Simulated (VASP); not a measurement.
# Y (Fm-3m) in VASP: electric field gradients with r2SCAN

Aim: the electric field gradients of Y with r2SCAN.

All numbers are computed with VASP 6.6.1; they aren't measurements. Logs are shortened: lines on timing, memory, paths and dates and some standing lists are left out, and cuts for length are marked.

**1. The crystal as given**

It takes space group Fm-3m (No. 225, cubic). Conventional cell: a = 5.104 Å, b = 5.104 Å, c = 5.104 Å, α = 90.00°, β = 90.00°, γ = 90.00°. Y (site symmetry m-3m) is surrounded by 12 Y at 3.61 Å.

This isn't the form of Y at room conditions, which is hcp.

**2. Electric field gradients, r2SCAN**

File POSCAR:

```
Y
1.0
    0.0000000000      2.5519910612      2.5519910612
    2.5519910612      0.0000000000      2.5519910612
    2.5519910612      2.5519910612      0.0000000000
Y
1
Direct
    0.0000000000      0.0000000000      0.0000000000
```

File INCAR.step1:

```
SYSTEM = Y
ALGO     = Normal         ! electronic algorithm
EDIFF    = 1E-4           ! SCF threshold, eV
ENCUT    = 520            ! plane-wave cutoff, eV
GGA      = PE             ! functional
ISMEAR   = -1             ! smearing method
LASPH    = .True.         ! aspherical terms in the spheres
LCHARG   = .False.        ! write CHGCAR
LREAL    = .False.        ! projectors in reciprocal space
LWAVE    = .True.         ! write WAVECAR
NBANDS   = 12             ! bands
NELM     = 100            ! most SCF steps
PREC     = Accurate       ! precision mode
SIGMA    = 0.03           ! smearing width, eV
```

File INCAR.step2:

```
SYSTEM = Y
ALGO     = Normal         ! electronic algorithm
EDIFF    = 1E-8           ! SCF threshold, eV
ENCUT    = 520            ! plane-wave cutoff, eV
ISIF     = 2              ! what is computed and relaxed
ISMEAR   = -1             ! smearing method
ISTART   = 1            
LASPH    = .True.         ! aspherical terms in the spheres
LCHARG   = .False.        ! write CHGCAR
LEFG     = .True.       
LMIXTAU  = .True.       
LREAL    = .False.        ! projectors in reciprocal space
LWAVE    = .False.        ! write WAVECAR
METAGGA  = R2SCAN         ! meta-GGA
NBANDS   = 12             ! bands
NELM     = 100            ! most SCF steps
PREC     = Accurate       ! precision mode
SIGMA    = 0.03           ! smearing width, eV
```

File KPOINTS:

```
k-points
0
Gamma
  12 12 12
  0 0 0
```

Potentials or basis: VASP PAW PBE potentials, release 64 (Y_sv).

The run is started by

```
$ cat potpaw_PBE.64/Y_sv/POTCAR > POTCAR
$ cp INCAR.step1 INCAR
$ mpirun -np 1 vasp_std > vasp.out
$ cp INCAR.step2 INCAR
$ mpirun -np 1 vasp_std > vasp.out
```

OUTCAR:

```text
SYSTEM = Y
   EDIFF = 1E-8
   ENCUT = 520
   ISIF = 2
   ISMEAR = -1
   ISTART = 1
   LASPH = .True.
   LREAL = .False.
   METAGGA = R2SCAN
   NELM = 100
   PREC = Accurate

 ion  position               nearest neighbor table
   1  0.000  0.000  0.000-

  LATTYP: Found a face centered cubic cell.
 ALAT       =     5.1039821224

  Lattice vectors:

 A1 = (   0.0000000000,   2.5519910612,   2.5519910612)
 A2 = (   2.5519910612,   0.0000000000,   2.5519910612)
 A3 = (   2.5519910612,   2.5519910612,   0.0000000000)

Analysis of symmetry for initial positions (statically):
=====================================================================
 Subroutine PRICEL returns:
 Original cell was already a primitive cell.

 Routine SETGRP: Setting up the symmetry group for a
 face centered cubic supercell.

 Subroutine GETGRP returns: Found 48 space group operations
 (whereof 48 operations were pure point group operations)
 out of a pool of 48 trial point group operations.

The static configuration has the point symmetry O_h .

Analysis of symmetry for dynamics (positions and initial velocities):
=====================================================================
 Subroutine PRICEL returns:
 Original cell was already a primitive cell.

 Routine SETGRP: Setting up the symmetry group for a
 face centered cubic supercell.

 Subroutine GETGRP returns: Found 48 space group operations
 (whereof 48 operations were pure point group operations)
 out of a pool of 48 trial point group operations.

The dynamic configuration has the point symmetry O_h .

 Subroutine INISYM returns: Found 48 space group operations
 (whereof 48 operations are pure point group operations),
 and found     1 'primitive' translations

----------------------------------------------------------------------------------------

                                     Primitive cell

  volume of cell :      33.2405

  direct lattice vectors                    reciprocal lattice vectors
     0.000000000  2.551991061  2.551991061    -0.195925451  0.195925451  0.195925451
[... 119 lines left out ...]
   NGX = 13   NGY = 13   NGZ = 13

 number of electron      11.0000001 magnetization

 Free energy of the ion-electron system (eV)
  ---------------------------------------------------
  ext. energy  EPLUGINS =         0.00000000
  ---------------------------------------------------
  free energy    TOTEN  =       -20.22361461 eV

  energy without entropy =      -20.21825851  energy(sigma->0) =      -20.22093656

 E-fermi :   3.0364     XC(G=0): -10.0293

 val. band max:        3.0265919503   @ k =  -0.4167   0.1667   0.0000
 cond. band min:       3.0416486368   @ k =   0.3333   0.2500   0.0000
 fundamental gap:      0.0150566865
 Fermi energy:         3.0364263412

 k-point     1 :       0.0000    0.0000    0.0000
  band No.  band energies     occupation
      1     -41.1985      2.00000
      2     -20.2451      2.00000
      3     -20.2451      2.00000
      4     -20.2451      2.00000
      5      -1.9352      2.00000
      6       5.0612      0.00000
      7       5.0612      0.00000
      8       5.0612      0.00000
      9       7.1487      0.00000
     10       7.1487      0.00000
     11      12.2974      0.00000
     12      15.7658      0.00000
[... 331 lines left out ...]
 k-point    24 :      -0.4167    0.1667    0.0000
  band No.  band energies     occupation
      1     -41.1270      2.00000
      2     -20.7495      2.00000
      3     -20.4188      2.00000
      4     -20.3370      2.00000
      5       1.6237      2.00000
      6       3.0266      1.16245
      7       4.2462      0.00000
      8       5.3964      0.00000
      9       8.1737      0.00000
     10       9.1374      0.00000
     11      10.8338      0.00000
     12      13.5782      0.00000

 [... further k-points ...]
[... 5 lines left out ...]
  --------------------------------------------------------------------------------------
  -------------------------------------------------------------------------------------
  Total        0.0108595      0.0108595      0.0108595     -0.0000000     -0.0000000      0.0000000
  in kB        0.5234231      0.5234231      0.5234231     -0.0000000     -0.0000000      0.0000000
  external PRESSURE =       0.5234231 kB  Pullay stress =       0.0000000 kB

 VOLUME and BASIS-vectors are now :
 -----------------------------------------------------------------------------
  energy-cutoff  :      520.00
  volume of cell :       33.24
      direct lattice vectors                 reciprocal lattice vectors
     0.000000000  2.551991061  2.551991061    -0.195925451  0.195925451  0.195925451
     2.551991061  0.000000000  2.551991061     0.195925451 -0.195925451  0.195925451
     2.551991061  2.551991061  0.000000000     0.195925451  0.195925451 -0.195925451

 POSITION                                       TOTAL-FORCE (eV/Angst)
 -----------------------------------------------------------------------------------
      0.00000      0.00000      0.00000         0.000000      0.000000     -0.000000
 -----------------------------------------------------------------------------------
    total drift:                               -0.000000     -0.000000     -0.000000

  FREE ENERGIE OF THE ION-ELECTRON SYSTEM (eV)
  ---------------------------------------------------
  free  energy   TOTEN  =       -20.2236146075 eV

  energy  without entropy=      -20.2182585108  energy(sigma->0) =      -20.22093656

 Electric field gradients (V/A^2)
---------------------------------------------------------------------
 ion       V_xx      V_yy      V_zz      V_xy      V_xz      V_yz
---------------------------------------------------------------------
   1       0.000    -0.000     0.000    -0.000    -0.000    -0.000
---------------------------------------------------------------------

 Electric field gradients after diagonalization (V/A^2)
 (convention: |V_zz| > |V_xx| > |V_yy|)
----------------------------------------------------------------------
 ion       V_xx      V_yy      V_zz     asymmetry (V_yy - V_xx)/ V_zz
----------------------------------------------------------------------
   1       0.000     0.000    -0.000       0.000
----------------------------------------------------------------------

           NMR quadrupolar parameters

 Cq : quadrupolar parameter    Cq=e*Q*V_zz/h
 eta: asymmetry parameters     (V_yy - V_xx)/ V_zz
 Q  : nuclear electric quadrupole moment in mb (millibarn)
----------------------------------------------------------------------
 ion       Cq(MHz)       eta       Q (mb)
----------------------------------------------------------------------
   1      -0.000       0.000       1.000
----------------------------------------------------------------------
```

OUTCAR.step1:

```text
SYSTEM = Y
   EDIFF = 1E-4
   ENCUT = 520
   GGA = PE
   ISMEAR = -1
[... 576 lines left out ...]

 POSITION                                       TOTAL-FORCE (eV/Angst)
 -----------------------------------------------------------------------------------
      0.00000      0.00000      0.00000        -0.000000     -0.000000     -0.000000
 -----------------------------------------------------------------------------------
    total drift:                               -0.000000     -0.000000     -0.000000

  FREE ENERGIE OF THE ION-ELECTRON SYSTEM (eV)
  ---------------------------------------------------
  free  energy   TOTEN  =        -6.4055150257 eV

  energy  without entropy=       -6.4002918985  energy(sigma->0) =       -6.40290346
```

OSZICAR.step1:

```text
N       E                     dE             d eps       ncg     rms          rms(c)
DAV:   1     0.244760976847E+02    0.24476E+02   -0.55475E+03  1744   0.836E+02
DAV:   2    -0.524995468475E+01   -0.29726E+02   -0.28956E+02  2088   0.162E+02
DAV:   3    -0.656798512858E+01   -0.13180E+01   -0.12933E+01  2452   0.218E+01
DAV:   4    -0.659949629208E+01   -0.31511E-01   -0.31487E-01  2012   0.330E+00
DAV:   5    -0.660013067822E+01   -0.63439E-03   -0.63433E-03  2280   0.366E-01    0.220E+01
DAV:   6    -0.643694296014E+01    0.16319E+00   -0.19635E-01  1840   0.295E+00    0.134E+01
DAV:   7    -0.640873559985E+01    0.28207E-01   -0.27874E-01  2016   0.351E+00    0.120E+00
DAV:   8    -0.640570232999E+01    0.30333E-02   -0.35595E-02  2032   0.144E+00    0.335E-01
DAV:   9    -0.640559341848E+01    0.10891E-03   -0.60858E-04  2084   0.201E-01    0.150E-01
DAV:  10    -0.640551502571E+01    0.78393E-04   -0.27758E-04  1916   0.135E-01
   1 F= -.64055150E+01 E0= -.64029035E+01  d E =-.522313E-02
```

Run time: 1.9 min. Hardware: 1 thread of Intel Xeon 6975P-C (Granite Rapids), shared host; peak memory 0.19 GiB.

What came out:

```yaml
Free_energy: -20.2236 eV
Pressure: 0.1 GPa
Band_gap_on_the_k_mesh: none (metal or under the smearing width)
```

Levels at points of the mesh, in eV from the Fermi level:
```
           k point  band 1  band 2  band 3  band 4  band 5  band 6  band 7  band 8  band 9  band 10
(0.00, 0.00, 0.00)  -44.23  -23.28  -23.28  -23.28   -4.97    2.02    2.02    2.02    4.11     4.11
(0.50, 0.00, 0.00)  -44.17  -23.84  -23.35  -23.35   -1.98    0.38    1.85    1.85    5.53     5.53
(0.50, 0.50, 0.00)  -44.15  -23.80  -23.48  -23.48   -1.75   -0.80    1.93    5.57    5.93     5.93
```

Electric field gradients, principal values (V/Å²):
```
atom    Vxx    Vyy    Vzz
 1 Y  0.000  0.000  0.000
```

Caveat: the PAW data sets were made with another functional, which shifts forces and pressure a little.
